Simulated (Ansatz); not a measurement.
# HfSiO4 (I4_1/amd): a vacancy on Hf

One table from this session's results is given with a row withheld; the runs are named, their logs left out.

Method: DFT PBEsol, scalar-relativistic, plane waves, PAW, in Ansatz 0.2.0.

4 further runs of the same task are left out: 4 set aside as unsound or not needed.

### The structure to begin with

The cell holds 35 atoms (Hf5O24Si6): a = 6.582 Å, b = 6.582 Å, c = 10.087 Å, α = 109.04°, β = 109.04°, γ = 90.00°.

The coordinates of this cell stand in the input of its own run.

The host was relaxed before at PBEsol: a = 6.582 Å, b = 6.582 Å, c = 5.966 Å, α = 90.00°, β = 90.00°, γ = 90.00° (conventional cell), 10.770 Å³/atom.

Places, in fractions of the supercell: a vacancy on Hf at (0.333, 0.333, 0.667). Its neighbours start displaced at random, with a spread of 0.03 Å in each coordinate.

The first run:

Contents of input.yaml:

```yaml
crystal:
  lattice:
    - [-3.291011696, 3.291011696, 2.9830669668]
    - [3.291011696, -3.291011696, 2.9830669668]
    - [3.291011696, 3.291011696, -2.9830669668]
  atoms:
    - { symbol: Hf, position: [0.0, 0.0, 0.0] }
    - { symbol: Hf, position: [0.75, 0.25, 0.5] }
    - { symbol: Si, position: [0.25, 0.75, 0.5] }
    - { symbol: Si, position: [0.5, 0.5, 0.0] }
    - { symbol: O, position: [0.1333334023, 0.3181250513, 0.815208351] }
    - { symbol: O, position: [0.0681250513, 0.7529167003, 0.684791649] }
    - { symbol: O, position: [0.0681250513, 0.3833334023, 0.315208351] }
    - { symbol: O, position: [0.5029167003, 0.3181250513, 0.184791649] }
    - { symbol: O, position: [0.6818749487, 0.4970832997, 0.815208351] }
    - { symbol: O, position: [0.6166665977, 0.9318749487, 0.684791649] }
    - { symbol: O, position: [0.2470832997, 0.9318749487, 0.315208351] }
    - { symbol: O, position: [0.6818749487, 0.8666665977, 0.184791649] }
basis:
  ecutwfc: 420
  xc_grid: 2
kpoints:
  mp_grid: { grid: [6, 6, 6] }
  band_path: { path: [VBM, CBM], npoints: 2 }
hamiltonian:
  xc: pbesol
scf:
  occupations: { method: gaussian, width: 0.02 }
output:
  forces: true
  stress: true
  eigenvalues: true
```

The run is started by

```bash
$ ansatz run input.yaml --threads 8 --pin off --max-ram 16384MiB --backend cpu --events-out ev --progress --plain --runs-dir out
```

Steps of the session up to this table: Band edges of the host over the zone; Dielectric tensors of the host, without U; The perfect crystal in the supercell of 36 atoms; Charge 0, atoms relaxed; More of the same log: V_Hf, charge +0, atoms relaxed at the host's cell; Charge -1, atoms relaxed; More of the same log: V_Hf, charge -1, atoms relaxed at the host's cell; Charge -4, atoms relaxed.

One table of the session follows, with a row left open; its other results are not shown here.

It belongs to the step «The neighbours». 

| state | cell moment (μB) |
| --- | --- |
| ideal sites | 0.00 |
| charge 0 | ? |
| charge -1 | 3.00 |
| charge -4 | 0.00 |

**Question.** Estimate the row for charge 0.

As computed: cell moment (μB): 4.00. In the column «cell moment (μB)» it is the highest.

Caveats from the session: The program doubts the potential alignment. Warnings in the runs' records: seeded moment not kept.
